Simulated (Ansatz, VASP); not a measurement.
## One calculation of Si, two programs

```
Si
1.0
     0.00000    1.91083    1.91083
     1.91083    0.00000    1.91083
     1.91083    1.91083    0.00000
Si
1
Direct
  0.00000 0.00000 0.00000
```

This isn't the form of Si at room conditions, which is diamond.

Alike in both runs: task relaxation of cell and atoms; functional PBE; dispersion D3(BJ); k mesh 18 × 18 × 18; occupations tetrahedron; no spin polarisation.

```csv
,VASP,Ansatz
version,VASP 6.6.1,Ansatz 0.2.0
potentials or method,"VASP PAW PBE potentials, release 64 (Si)","scalar-relativistic, plane waves, PAW"
plane-wave cutoff (eV),600,420
valence electrons in the cell,4,4
```

```csv
,VASP,Ansatz,Ansatz less VASP
"gap on the k mesh at the Fermi level, each at its own relaxed structure (eV)",none,none,-
relaxed volume (Å³/atom),13.65,13.65,+0.002
relaxed cell length with the largest relative difference (Å),2.683,2.683,+0.0001
energy change over the relaxation (meV/atom),-2,-2,+0.1
```

A gap of «none» marks a metal or a gap that the smearing closes. Ansatz warned: «band_table_not_solved_further».

Caveats: pairwise dispersion overbinds metals, which lowers pressure and volume; tetrahedron occupations give inexact forces and stress in metals.
